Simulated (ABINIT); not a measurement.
# PbSe (Clausthalite) (Fm-3m) in ABINIT: further runs, part 2 of 3

ABINIT 10.8.3 (patched build).

## 3. Equation of state, PBE

Input file run.abi:

```
# Datasets: one volume each
ndtset 7
getwfk -1
scalecart1 3*0.9795861087
scalecart2 3*0.9864848297
scalecart3 3*0.9932883884
scalecart4 3*1.0000000000
scalecart5 3*1.0066227096
scalecart6 3*1.0131594038
scalecart7 3*1.0196128224

# Pseudopotentials
pp_dirpath "./"
pseudos "Pb.GGA_PBE-JTH.xml, Se.GGA_PBE-JTH.xml"

# Structure
acell 8.1795146323 8.1795146323 8.1795146323
rprim
     0.0000000000     0.7071067812     0.7071067812
     0.7071067812     0.0000000000     0.7071067812
     0.7071067812     0.7071067812     0.0000000000
ntypat 2
znucl 82 34
natom 2
typat 1 2
xred
     0.0000000000     0.0000000000     0.0000000000
     0.5000000000     0.5000000000     0.5000000000

# Plane-wave basis
ecut 462.593566 eV
pawecutdg 34.0

# k points
kptopt 1
ngkpt 8 8 8
nshiftk 1
shiftk 0.0 0.0 0.0

# Exchange and correlation
ixc 11

# Bands and occupations
nband 14
occopt 3
tsmear 0.05 eV

# SCF cycle
nstep 100
tolvrs 1.0e-9

# Output
iomode 3
prtwf 1
prtden 0
prteig 0
prtebands 0
enunit 1
```

Potentials or basis: JTH PAW PBE v2.0.

Launch:

```sh
abinit run.abi > log 2>&1
```

run.abo:

```text
.Version 10.8.3 of ABINIT
 DATASET    1 : space group Fm -3 m (#225); Bravais cF (face-center cubic)
================================================================================
 Values of the parameters that define the memory need for DATASET  1.
     intxc =       0    ionmov =       0      iscf =      17    lmnmax =      18
     lnmax =       6     mgfft =      30  mpssoang =       3    mqgrid =    3001
     natom =       2  nloc_mem =       2    nspden =       1   nspinor =       1
    nsppol =       1      nsym =      48    n1xccc =       1    ntypat =       2
    occopt =       3   xclevel =       2
       mpw =        1243          nfft =       27000          nkpt =          29
 PAW method is used; the additional fine FFT grid is defined by:
   mgfftf=        45    nfftf =     91125
================================================================================
================================================================================
[... 71 lines left out ...]
 DATASET    7 : space group Fm -3 m (#225); Bravais cF (face-center cubic)
================================================================================
 Values of the parameters that define the memory need for DATASET  7.
     intxc =       0    ionmov =       0      iscf =      17    lmnmax =      18
     lnmax =       6     mgfft =      32  mpssoang =       3    mqgrid =    3001
     natom =       2  nloc_mem =       2    nspden =       1   nspinor =       1
    nsppol =       1      nsym =      48    n1xccc =       1    ntypat =       2
    occopt =       3   xclevel =       2
       mpw =        1387          nfft =       32768          nkpt =          29
 PAW method is used; the additional fine FFT grid is defined by:
   mgfftf=        45    nfftf =     91125
================================================================================
================================================================================

--------------------------------------------------------------------------------
------------- Echo of variables that govern the present computation ------------
--------------------------------------------------------------------------------
 -outvars: echo values of preprocessed input variables --------
            acell      8.1795146323E+00  8.1795146323E+00  8.1795146323E+00 Bohr
              amu      2.07200000E+02  7.89600000E+01
             ecut      1.70000000E+01 Hartree
           enunit           1
           getwfk          -1
              ixc          11
           jdtset        1    2    3    4    5    6    7
         kptrlatt        8    0    0      0    8    0      0    0    8
          kptrlen1     6.41003113E+01
          kptrlen2     6.45517368E+01
          kptrlen3     6.49969353E+01
          kptrlen4     6.54361171E+01
          kptrlen5     6.58694815E+01
          kptrlen6     6.62972173E+01
          kptrlen7     6.67195040E+01
            natom           2
            nband          14
           ndtset           7
            ngfft1         30      30      30
            ngfft2         30      30      30
            ngfft3         32      32      32
            ngfft4         32      32      32
            ngfft5         32      32      32
            ngfft6         32      32      32
            ngfft7         32      32      32
          ngfftdg          45      45      45
             nkpt          29
            nstep         100
             nsym          48
           ntypat           2
           occopt           3
        pawecutdg      3.40000000E+01 Hartree
         pawxcdev           0
[... 41 lines left out ...]
           xangst7     0.0000000000E+00  0.0000000000E+00  0.0000000000E+00
                       3.1206779828E+00  3.1206779828E+00  3.1206779828E+00
            xcart1     0.0000000000E+00  0.0000000000E+00  0.0000000000E+00
                       5.6657205977E+00  5.6657205977E+00  5.6657205977E+00
            xcart2     0.0000000000E+00  0.0000000000E+00  0.0000000000E+00
                       5.7056213530E+00  5.7056213530E+00  5.7056213530E+00
            xcart3     0.0000000000E+00  0.0000000000E+00  0.0000000000E+00
                       5.7449717096E+00  5.7449717096E+00  5.7449717096E+00
            xcart4     0.0000000000E+00  0.0000000000E+00  0.0000000000E+00
                       5.7837902634E+00  5.7837902634E+00  5.7837902634E+00
            xcart5     0.0000000000E+00  0.0000000000E+00  0.0000000000E+00
                       5.8220946267E+00  5.8220946267E+00  5.8220946267E+00
            xcart6     0.0000000000E+00  0.0000000000E+00  0.0000000000E+00
                       5.8599014950E+00  5.8599014950E+00  5.8599014950E+00
            xcart7     0.0000000000E+00  0.0000000000E+00  0.0000000000E+00
                       5.8972267147E+00  5.8972267147E+00  5.8972267147E+00
             xred      0.0000000000E+00  0.0000000000E+00  0.0000000000E+00
                       5.0000000000E-01  5.0000000000E-01  5.0000000000E-01
            znucl       82.00000   34.00000

================================================================================

 chkinp: Checking input parameters for consistency, jdtset=   1.

 chkinp: Checking input parameters for consistency, jdtset=   2.
[... 40 lines left out ...]
 getcut: wavevector=  0.0000  0.0000  0.0000  ngfft=  45  45  45
         ecut(hartree)=     34.000   => boxcut(ratio)=   2.09208

--- Pseudopotential description ------------------------------------------------
- pspini: atom type   1  psp file is ./Pb.GGA_PBE-JTH.xml
 Pseudopotential format is: paw10
 basis_size (lnmax)=  6 (lmn_size= 18), orbitals=   0   0   1   1   2   2
 Spheres core radius: rc_sph= 2.40264019
 Shapefunction is BESSEL type: shapef(r,l)=aa(1,l)*jl(q(1,l)*r)+aa(2,l)*jl(q(2,l)*r)
 Radius for shape functions =  2.00872932
 Compensation charge density is not taken into account in XC energy/potential

- pspini: atom type   2  psp file is ./Se.GGA_PBE-JTH.xml
 Pseudopotential format is: paw10
 basis_size (lnmax)=  4 (lmn_size=  8), orbitals=   0   0   1   1
 Spheres core radius: rc_sph= 2.21132333
 Shapefunction is BESSEL type: shapef(r,l)=aa(1,l)*jl(q(1,l)*r)+aa(2,l)*jl(q(2,l)*r)
 Radius for shape functions =  2.00656599
 Compensation charge density is not taken into account in XC energy/potential

   1.09479230E+03                                ecore*ucvol(ha*bohr**3)
--------------------------------------------------------------------------------

================================================================================

--- !BeginCycle
iteration_state: {dtset: 1, }
solver: {iscf: 17, nstep: 100, nline: 4, wfoptalg: 10, }
tolerances: {tolvrs: 1.00E-09, }
...
[... 1228 lines left out ...]
-Cartesian components of stress tensor (GPa)         [Pressure= -1.5300E+00 GPa]
- sigma(1 1)=  1.53000469E+00  sigma(3 2)=  0.00000000E+00
- sigma(2 2)=  1.53000469E+00  sigma(3 1)=  0.00000000E+00
- sigma(3 3)=  1.53000469E+00  sigma(2 1)=  0.00000000E+00

== END DATASET(S) ==============================================================
================================================================================

 -outvars: echo values of variables after computation  --------
            acell      8.1795146323E+00  8.1795146323E+00  8.1795146323E+00 Bohr
           etotal1    -7.0816882504E+01
           etotal2    -7.0818370703E+01
           etotal3    -7.0819518095E+01
           etotal4    -7.0820300892E+01
           etotal5    -7.0820800570E+01
           etotal6    -7.0821037647E+01
           etotal7    -7.0821022623E+01
            fcart1    -0.0000000000E+00 -0.0000000000E+00 -0.0000000000E+00
                      -0.0000000000E+00 -0.0000000000E+00 -0.0000000000E+00
            fcart2    -0.0000000000E+00 -0.0000000000E+00 -0.0000000000E+00
                      -0.0000000000E+00 -0.0000000000E+00 -0.0000000000E+00
            fcart3    -0.0000000000E+00 -0.0000000000E+00 -0.0000000000E+00
                      -0.0000000000E+00 -0.0000000000E+00 -0.0000000000E+00
            fcart4    -0.0000000000E+00 -0.0000000000E+00 -0.0000000000E+00
                      -0.0000000000E+00 -0.0000000000E+00 -0.0000000000E+00
            fcart5    -0.0000000000E+00 -0.0000000000E+00 -0.0000000000E+00
                      -0.0000000000E+00 -0.0000000000E+00 -0.0000000000E+00
[... 38 lines left out ...]
                       0.0000000000E+00  0.0000000000E+00  0.0000000000E+00
           xangst1     0.0000000000E+00  0.0000000000E+00  0.0000000000E+00
                       2.9981702216E+00  2.9981702216E+00  2.9981702216E+00
           xangst2     0.0000000000E+00  0.0000000000E+00  0.0000000000E+00
                       3.0192847920E+00  3.0192847920E+00  3.0192847920E+00
           xangst3     0.0000000000E+00  0.0000000000E+00  0.0000000000E+00
                       3.0401081039E+00  3.0401081039E+00  3.0401081039E+00
           xangst4     0.0000000000E+00  0.0000000000E+00  0.0000000000E+00
                       3.0606499980E+00  3.0606499980E+00  3.0606499980E+00
           xangst5     0.0000000000E+00  0.0000000000E+00  0.0000000000E+00
                       3.0809197941E+00  3.0809197941E+00  3.0809197941E+00
           xangst6     0.0000000000E+00  0.0000000000E+00  0.0000000000E+00
                       3.1009263272E+00  3.1009263272E+00  3.1009263272E+00
           xangst7     0.0000000000E+00  0.0000000000E+00  0.0000000000E+00
                       3.1206779828E+00  3.1206779828E+00  3.1206779828E+00
             xred      0.0000000000E+00  0.0000000000E+00  0.0000000000E+00
                       5.0000000000E-01  5.0000000000E-01  5.0000000000E-01
 Calculation completed.
```

Run time: 82 s. Hardware: 1 thread of AMD EPYC 9R14 (Zen 4), shared host; peak memory 0.15 GiB.

Results:

```
Equilibrium volume                      : 30.07 Å³/atom
Bulk modulus                            : 46 GPa
Pressure derivative of the bulk modulus : 4.5 (rough: it moves with the points fitted)
```

Energy against volume, from the lowest point:
| volume (Å³/atom) | energy (meV/atom) |
| --- | --- |
| 26.951 | 56.53 |
| 27.524 | 36.29 |
| 28.097 | 20.67 |
| 28.671 | 10.02 |
| 29.244 | 3.23 |
| 29.818 | 0.00 |
| 30.391 | 0.20 |

Caveat: the cutoff is too short for stress, so the log's stress isn't used; pressures at fixed basis lie under the slope of the energies. Spin-orbit coupling is left out, which matters for the levels of Pb.

## 4. Band structure, PBEsol, spin-orbit coupling, no magnetisation

Input file run.abi:

```
# Datasets: ground state, then fixed potential
ndtset 2

# Pseudopotentials
pp_dirpath "./"
pseudos "Pb.GGA_PBE-JTH_sp.xml, Se.GGA_PBE-JTH.xml"

# Structure
acell 3*1.0 Angstrom
rprim
     0.0000000000     3.0606500000     3.0606500000
     3.0606500000     0.0000000000     3.0606500000
     3.0606500000     3.0606500000     0.0000000000
ntypat 2
znucl 82 34
natom 2
typat 1 2
xred
     0.0000000000     0.0000000000     0.0000000000
     0.5000000000     0.5000000000     0.5000000000

# Plane-wave basis
ecut 15.0
pawecutdg 30.0

# Exchange and correlation
ixc -116133

# Bands and occupations
occopt 3
tsmear 0.00183747

# Spin
nspinor 2
nspden 1
pawspnorb 1

# SCF cycle
nstep 100

# Output
iomode 3
prtwf 0
prteig 0
prtebands 0
enunit 1
prtden1 1

# Dataset 1
kptopt1 4
ngkpt1 8 8 8
nshiftk1 1
shiftk1 0.0 0.0 0.0
nband1 18
tolvrs1 1.0e-9

# Dataset 2: bands along G-X-W-K-G-L-U-W-L-K
iscf2 -2
getden2 1
nband2 26
nbdbuf2 2
tolwfr2 1.0e-12
kptopt2 -9
ndivsm2 6
prteig2 1
prtvol2 -3
kptbounds2
     0.0000000000     0.0000000000     0.0000000000
     0.5000000000     0.0000000000     0.5000000000
     0.5000000000     0.2500000000     0.7500000000
     0.3750000000     0.3750000000     0.7500000000
     0.0000000000     0.0000000000     0.0000000000
     0.5000000000     0.5000000000     0.5000000000
     0.6250000000     0.2500000000     0.6250000000
     0.5000000000     0.2500000000     0.7500000000
     0.5000000000     0.5000000000     0.5000000000
     0.3750000000     0.3750000000     0.7500000000
```

Potentials or basis: JTH PAW PBE v2.0 sp.

Launch:

```sh
abinit run.abi > log 2>&1
```

Wall time 2 min (1 thread of AMD EPYC 9R14 (Zen 4), shared host); peak memory 0.19 GiB.

Results (log left out):

```
Free energy                                           : -363.1985 eV
Pressure                                              : -0.7 GPa
Band gap on the k mesh                                : 0.19 eV, direct
Band gap along the path                               : 0.19 eV, direct
Valence electrons inside the program's atomic spheres : Pb 2.56; Se 3.88
```

Levels at the corners of the path, in eV from the valence-band top:
```
point  band 8  band 9  band 10  band 11  band 12  band 13
    Γ   -1.49   -1.49    -1.49     3.36     3.36     5.61
    X   -3.33   -2.87    -2.87     3.70     3.70     4.83
    W   -4.04   -0.63    -0.63     1.84     1.84     5.04
    K   -2.71   -2.18    -2.18     3.19     3.19     4.27
    Γ   -1.49   -1.49    -1.49     3.36     3.36     5.61
    L   -1.23    0.00     0.00     0.19     0.19     1.52
    U   -2.71   -2.18    -2.18     3.19     3.19     4.27
    W   -4.04   -0.63    -0.63     1.84     1.84     5.04
    L   -1.23    0.00     0.00     0.19     0.19     1.52
    K   -2.71   -2.18    -2.18     3.19     3.19     4.27
```

Caveat: the PAW data sets were made with another functional, which shifts forces and pressure a little; this set keeps more shells in the core, which shifts pressures and gaps.

## 5. Band structure, SOGGA

Input file run.abi:

```
ndtset 2

pp_dirpath "./"
pseudos "Pb.GGA_PBE-JTH.xml, Se.GGA_PBE-JTH.xml"

acell 3*1.0 Angstrom
rprim
     0.0000000000     3.0606500000     3.0606500000
     3.0606500000     0.0000000000     3.0606500000
     3.0606500000     3.0606500000     0.0000000000
ntypat 2
znucl 82 34
natom 2
typat 1 2
xcart
     0.0000000000     0.0000000000     0.0000000000
     5.7837902633     5.7837902633     5.7837902633

ecut 462.593566 eV
pawecutdg 34.0

ixc -150130

occopt 3
tsmear 0.00183747

nstep 100

iomode 3
prtwf 0
prteig 0
prtebands 0
prtden1 1

kptopt1 1
ngkpt1 8 8 8
nshiftk1 1
shiftk1 0.0 0.0 0.0
nband1 14
tolvrs1 1.0e-9

iscf2 -2
getden2 1
nband2 18
nbdbuf2 2
tolwfr2 1.0e-12
kptopt2 -9
ndivsm2 5
prteig2 1
prtvol2 -3
kptbounds2
     0.0000000000     0.0000000000     0.0000000000
     0.5000000000     0.0000000000     0.5000000000
     0.5000000000     0.2500000000     0.7500000000
     0.3750000000     0.3750000000     0.7500000000
     0.0000000000     0.0000000000     0.0000000000
     0.5000000000     0.5000000000     0.5000000000
     0.6250000000     0.2500000000     0.6250000000
     0.5000000000     0.2500000000     0.7500000000
     0.5000000000     0.5000000000     0.5000000000
     0.3750000000     0.3750000000     0.7500000000
```

Potentials or basis: JTH PAW PBE v2.0.

Launch:

```sh
abinit run.abi > log 2>&1
```

It took 55 s on 1 thread of AMD EPYC 9R14 (Zen 4), shared host; peak memory 0.13 GiB.

It converged, with:

* Free energy: -1925.8292 eV
* Band gap on the k mesh: 0.15 eV, direct
* Valence electrons inside the program's atomic spheres: Pb 11.30; Se 3.88

Levels at the corners of the path, in eV from the valence-band top:
| point | band 8 | band 9 | band 10 | band 11 | band 12 | band 13 |
| --- | --- | --- | --- | --- | --- | --- |
| Γ | -1.89 | -1.89 | -1.89 | 4.71 | 4.71 | 4.71 |
| X | -5.07 | -3.27 | -3.27 | 3.49 | 5.61 | 5.61 |
| W | -4.30 | -4.30 | -0.79 | 1.83 | 4.85 | 4.85 |
| K | -4.65 | -2.76 | -2.44 | 3.31 | 4.00 | 5.38 |
| Γ | -1.89 | -1.89 | -1.89 | 4.71 | 4.71 | 4.71 |
| L | -1.47 | -1.47 | 0.00 | 0.15 | 1.63 | 1.63 |
| U | -4.65 | -2.76 | -2.44 | 3.31 | 4.00 | 5.38 |
| W | -4.30 | -4.30 | -0.79 | 1.83 | 4.85 | 4.85 |
| L | -1.47 | -1.47 | 0.00 | 0.15 | 1.63 | 1.63 |
| K | -4.65 | -2.76 | -2.44 | 3.31 | 4.00 | 5.38 |

Caveat: the cutoff is too short for stress, so the log's stress isn't used; the PAW data sets were made with another functional, which shifts forces and pressure a little; spin-orbit coupling is left out, which as a rule narrows the gap of such compounds by several tenths of an eV.

(Part 2 of 3 ends here.)
